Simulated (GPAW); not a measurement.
# WC (Qusongite) (P-6m2) in GPAW: reference runs

Reference runs on WC (Qusongite): the cell as given and a disturbed copy.

Program: GPAW 26.7.0. These are calculated values, not measurements. Logs are shortened: lines on timing, memory, paths and dates and some standing lists are left out, and cuts for length are marked. The log counts tension as positive stress, the text compression.

## 1. Starting point

It takes space group P-6m2 (No. 187, hexagonal). The conventional cell has a = 2.907 Å, b = 2.907 Å, c = 2.837 Å, α = 90.00°, β = 90.00°, γ = 120.00°. W (site symmetry -6m2) is surrounded by 6 C at 2.20 Å. C (site symmetry -6m2) has 6 W at 2.20 Å as nearest neighbours.

## 2. Single point, PBEsol

run.py

```python
from ase import Atoms
from ase.dft.bandgap import bandgap
from ase.io import write
from ase.units import GPa
from gpaw import GPAW, PW, setup_paths

setup_paths.insert(0, '.')

atoms = Atoms(['W', 'C'],
              cell=[[2.9065, 0.0, 0.0],
                    [-1.45325, 2.5171028361, 0.0],
                    [0.0, 0.0, 2.8366]],
              scaled_positions=[[0.0, 0.0, 0.0],
                                [0.6666666667, 0.3333333333, 0.5]],
              pbc=True)

calc = GPAW(mode=PW(800),
            xc='PBEsol',
            kpts={'size': (10, 10, 9), 'gamma': True},
            occupations={'name': 'fermi-dirac', 'width': 0.05},
            nbands=19,
            convergence={'density': 1e-05, 'energy': 1e-05},
            maxiter=150,
            txt='gpaw.txt')
atoms.calc = calc
energy = atoms.get_potential_energy()
forces = atoms.get_forces()
stress = atoms.get_stress()
calc.write('gs.gpw')
write('result.traj', atoms)
print(f'Energy: {energy:.6f} eV')
print('Forces (eV/A):')
print(forces.round(4))
print('Stress (GPa):', (stress / GPa).round(3))
print('Fermi level:', round(calc.get_fermi_level(), 4), 'eV')
print(f'Gap: {bandgap(calc)[0]:.4f} eV, direct: {bandgap(calc, direct=True)[0]:.4f} eV')
```

Potentials or basis: PAW data sets generated in the run's folder for this functional, pw.

Command:

```bash
gpaw-setup -f PBEsol C W
OMP_NUM_THREADS=1 python run.py
```

gpaw.txt:

```text
__  _  _
 | _ |_)|_||  |
 |__||  | ||/\| - 26.7.0

Input parameters:
  mode=PW(ecut=800.0),
  convergence={'density': 1e-05, 'energy': 1e-05},
  kpts=MonkhorstPack(size=(10, 10, 9), gamma=True),
  maxiter=150,
  nbands=19,
  occupations=Occupations(name='fermi-dirac', width=0.05),
  xc=XC(name='PBEsol')

Diagonalizing LCAO Hamiltonian
Converting LCAO to pw mode

           C

       W

Atoms  # Å, Bohr magnetons
|   | symbol |        x |        y |        z |    initial magnetic moments |
|---|--------|----------|----------|----------|-----------------------------|
| 0 |      W | 0.000000 | 0.000000 | 0.000000 | ( 0.0000,  0.0000,  0.0000) |
| 1 |      C | 1.453250 | 0.839034 | 1.418300 | ( 0.0000,  0.0000,  0.0000) |

Unit cell  # Å
| periodic |         x |        y |        z |  lengths |     angles |
|----------|-----------|----------|----------|----------|------------|
|      yes |  2.906500 | 0.000000 | 0.000000 | 2.906500 |  90.000000 |
|      yes | -1.453250 | 2.517103 | 0.000000 | 2.906500 |  90.000000 |
|      yes |  0.000000 | 0.000000 | 2.836600 | 2.836600 | 120.000000 |

Number of symmetries: 12
Symmetry operations  # r_c * U_cc + t_c -> r_c
|    | kind |            matrix            |
|----|------|------------------------------|
|  0 |  σ   |  1, 1, 0,  0,-1, 0,  0, 0, 1 |
|  1 |  C2  |  1, 1, 0,  0,-1, 0,  0, 0,-1 |
|  2 |  E   |  1, 0, 0,  0, 1, 0,  0, 0, 1 |
|  3 |  σ   |  1, 0, 0,  0, 1, 0,  0, 0,-1 |
|  4 |  C3  |  0, 1, 0, -1,-1, 0,  0, 0, 1 |
|  5 |  S3  |  0, 1, 0, -1,-1, 0,  0, 0,-1 |
|  6 |  σ   |  0,-1, 0, -1, 0, 0,  0, 0, 1 |
|  7 |  C2  |  0,-1, 0, -1, 0, 0,  0, 0,-1 |
|  8 |  σ   | -1, 0, 0,  1, 1, 0,  0, 0, 1 |
|  9 |  C2  | -1, 0, 0,  1, 1, 0,  0, 0,-1 |
| 10 |  C3  | -1,-1, 0,  1, 0, 0,  0, 0, 1 |
| 11 |  S3  | -1,-1, 0,  1, 0, 0,  0, 0,-1 |

BZ-sampling:
  Number of BZ points: 900
  Number of IBZ points: 70

  Monkhorst-Pack size: [10, 10, 9]
  Monkhorst-Pack shift: [0.05, 0.05, 0.0]

K-points  # in reciprocal-cell coordinates
|     |                                coordinates |     weight |
|-----|--------------------------------------------|------------|
|   0 | (  0.00000000,   0.00000000,   0.00000000) | 0.00111111 |
|   1 | (  0.00000000,   0.00000000,   0.11111111) | 0.00222222 |
|   2 | (  0.00000000,   0.00000000,   0.22222222) | 0.00222222 |
|   3 | (  0.00000000,   0.00000000,   0.33333333) | 0.00222222 |
|   4 | (  0.00000000,   0.00000000,   0.44444444) | 0.00222222 |
|   5 | (  0.10000000,   0.00000000,   0.00000000) | 0.00666667 |
|   6 | (  0.10000000,   0.00000000,   0.11111111) | 0.01333333 |
|   7 | (  0.10000000,   0.00000000,   0.22222222) | 0.01333333 |
|   8 | (  0.10000000,   0.00000000,   0.33333333) | 0.01333333 |
|   9 | (  0.10000000,   0.00000000,   0.44444444) | 0.01333333 |
| ... |                                            |            |
|  69 | (  0.50000000,   0.50000000,   0.44444444) | 0.00666667 |

Plane wave coefficients: 1083
Cutoff: 800.0 eV

Spin-components: 1 (collinear spins)
Bands:           19
Projectors:      11
Spin-degeneracy: 2
Datatype:        complex128

Parallelization:
  kpt:    1
  domain: 1
  band:   1

Density:
  Valence electrons: 18.0
  Components: 1
  Grid points: [20 20 20]
  Charge: 0.0  # |e|

Potential:
  Grid points: [20 20 20]

species:
  W:
    name:    Tungsten
    Z:       74.0
    valence: 14
    core:    60
    charge:  0.0  # [|e|]
    compensation charges:
      type: gauss
      rc: 0.40  # [Å]
      lmax: 2
    cutoffs:
      filter: 2.36  # [Å]
      core: 3.02  # [Å]
    projectors
    | kind |    occ | energy [eV] | rcut [Å] |
    |------|--------|-------------|----------|
    |   5s |  2.000 |     -78.864 |    1.344 |
    |   6s |  2.000 |      -5.730 |    1.344 |
    |   5p |  6.000 |     -43.252 |    1.355 |
    |   6p |  0.000 |      -1.338 |    1.355 |
    |   5d |  4.000 |      -4.526 |    1.228 |
    |    d |        |      22.686 |    1.228 |

    Using partial waves for W as LCAO basis

  C:
    name:    Carbon
    Z:       6.0
    valence: 4
    core:    2
    charge:  0.0  # [|e|]
    compensation charges:
      type: gauss
      rc: 0.20  # [Å]
      lmax: 2
    cutoffs:
      filter: 1.14  # [Å]
      core: 1.14  # [Å]
    projectors
    | kind |    occ | energy [eV] | rcut [Å] |
    |------|--------|-------------|----------|
    |   2s |  2.000 |     -13.648 |    0.635 |
    |   2p |  2.000 |      -5.232 |    0.635 |
    |    s |        |      13.563 |    0.635 |
    |    p |        |      21.979 |    0.635 |
    |    d |        |       0.000 |    0.635 |

    Using partial waves for C as LCAO basis

Reference energy: -439665.733139  # eV

eigensolver:
  PPCG
  Converge bands: occupied
  niter=2

density mixing:
  MSR1-Mixer
  Pratt-step length: 0.05
  Maximum mixing coefficient: 0.75
  Old densities: 10
  SVD Regularization: 0.005
  Good broyden scale: 1.0
  Trust region scale: 1.0
  Backstep threshold: 4.0
  History deletion threshold: 6.0
  Fourier metric: weight=20.0, sigma=0.015

occupation numbers:
  Fermi-Dirac:
    width: 0.0500  # eV

poisson solver:
  ecut: 6400.0  # eV

xc functional:
  name: PBEsol with 2 nearest neighbor stencil

convergence criteria:
- Maximum integral of absolute [dens]ity change: 1e-05 electrons / valence electron
- Maximum [total energy] change in last 3 cyles: 1e-05 eV / valence electron
- Maximum integral of absolute [eigenst]ate change: 4e-08 eV^2 / valence electron
maximum number of iterations: 150

SCF iterations
|iter     | |      energy | eigst |  dens |
|---------|-|-------------|-------|-------|
|iter:   1| |  -24.024282 | -0.12 |       |
|iter:   2| |  -23.571218 | -2.68 | -0.94 |
|iter:   3| |  -22.551870 | -1.72 | -1.00 |
|iter:   4| |  -22.556380 | -3.64 | -1.71 |
|iter:   5| |  -22.561263 | -3.72 | -1.95 |
|iter:   6| |  -22.561227 | -5.65 | -3.08 |
|iter:   7| |  -22.561229c| -6.96 | -3.65 |
|iter:   8| |  -22.561229c| -8.37c| -4.33 |
|iter:   9| |  -22.561229c| -8.50c| -5.02c|

Converged in 9 steps
Energy contributions relative to reference atoms: (reference = -439665.733139)

Energy contributions:
  Kinetic:          14.404239
  Coulomb:         -16.297975
  Zero:              0.018867
  External:          0.000000
  Xc:              -20.685466
  Entropy:          -0.001790
  Spinorbit:         0.000000
  ----------------------------
  Free energy:     -22.562125
  Extrapolated:    -22.561229

dipole moment: (-4.693034, -9.822859, -10.592344)  # |e|*Ang

Fermi level: 13.986
Eigenvalues  # (at kpt = [0.000, 0.000, 0.000])
| band index |      eig [eV] | occ [0-2] |
|------------|---------------|-----------|
|          0 |       -59.743 |     2.000 |
|          1 |       -23.988 |     2.000 |
|          2 |       -23.881 |     2.000 |
|          3 |       -23.881 |     2.000 |
|          4 |        -0.405 |     2.000 |
|          5 |         9.679 |     2.000 |
[... 8 lines left out ...]
|         14 |        28.327 |     0.000 |
|         15 |        30.756 |     0.000 |
|        ... |               |           |
|         18 |        37.950 |     0.000 |

No gap
No difference between direct/indirect transitions

Forces  # eV/Ang
|        x |        y |       z |
|----------|----------|---------|
|  0.00000 |  0.00000 | 0.00000 |  # W    0
| -0.00000 | -0.00000 | 0.00000 |  # C    1

Stress tensor  # eV/Ang^3
|         x |        y |        z |
|-----------|----------|----------|
|  0.021939 | 0.000000 | 0.000000 |
| -0.000000 | 0.021939 | 0.000000 |
|  0.000000 | 0.000000 | 0.030650 |

# Writing to gs.gpw (mode='')
```

Wall time 26 s (1 thread of Arm Neoverse V1, shared host); peak memory 0.17 GiB.

What came out:

- Free energy: -22.5621 eV
- Pressure: -4.0 GPa
- Band gap on the k mesh: none (metal or under the smearing width)

Stress tensor (GPa, compression positive):
```
-3.51  0.00  0.00
 0.00 -3.51  0.00
 0.00  0.00 -4.91
```

Levels at points of the mesh, in eV from the Fermi level:
| k point | band 5 | band 6 | band 7 | band 8 | band 9 | band 10 | band 11 | band 12 | band 13 | band 14 |
| --- | --- | --- | --- | --- | --- | --- | --- | --- | --- | --- |
| (0.00, 0.00, 0.00) | -14.39 | -4.31 | -3.32 | -3.32 | 0.11 | 3.22 | 3.22 | 5.65 | 5.65 | 6.44 |
| (0.50, 0.50, 0.00) | -11.03 | -7.02 | -3.60 | -3.57 | -0.44 | 2.33 | 4.54 | 4.90 | 6.88 | 9.70 |

The run has no spin-orbit coupling, so splittings on W are missing.

## 3. Single point, PBEsol (atoms moved at random, drawn with an rms of 0.05 Å)

Edit run.py of step 2 so:

```diff
@@ -12,4 +12,4 @@
                     [0.0, 0.0, 2.8366]],
-              scaled_positions=[[0.0, 0.0, 0.0],
-                                [0.6666666667, 0.3333333333, 0.5]],
+              scaled_positions=[[0.005945, 0.006678, 0.019474],
+                                [0.682089, 0.324848, 0.51994]],
               pbc=True)
```

Potentials or basis: PAW data sets generated in the run's folder for this functional, pw.

Command:

```bash
gpaw-setup -f PBEsol C W
OMP_NUM_THREADS=1 python run.py
```

It took 2.2 min on 1 thread of Arm Neoverse V1, shared host; peak memory 0.39 GiB.

Results (log left out):

| Property | Result |
| --- | --- |
| Free energy | -22.5302 eV |
| Pressure | -3.3 GPa |
| Largest force | 1.028 eV/Å |
| Band gap on the k mesh | none (metal or under the smearing width) |

Forces in eV/Å, atoms in the order of the input:
```
W    0.824 -0.615  0.019
C   -0.824  0.615 -0.019
```

Stress tensor (GPa, compression positive):
```
-1.56 -2.05  0.03
-2.05 -4.67 -0.02
 0.03 -0.02 -3.76
```

Levels at points of the mesh, in eV from the Fermi level:
| k point | band 6 | band 7 | band 8 | band 9 | band 10 | band 11 | band 12 | band 13 |
| --- | --- | --- | --- | --- | --- | --- | --- | --- |
| (0.00, 0.00, 0.00) | -4.36 | -3.42 | -3.23 | 0.06 | 3.16 | 3.27 | 5.13 | 5.95 |
| (0.00, 0.50, 0.00) | -6.93 | -3.65 | -3.51 | -0.44 | 2.26 | 4.56 | 4.95 | 6.58 |
| (0.50, 0.00, 0.00) | -6.97 | -3.66 | -3.57 | -0.41 | 2.27 | 4.53 | 4.94 | 6.71 |
| (0.50, 0.50, 0.00) | -7.25 | -3.84 | -3.59 | -0.39 | 2.35 | 4.42 | 4.81 | 7.39 |

Spin-orbit coupling is left out, which matters for the levels of W.
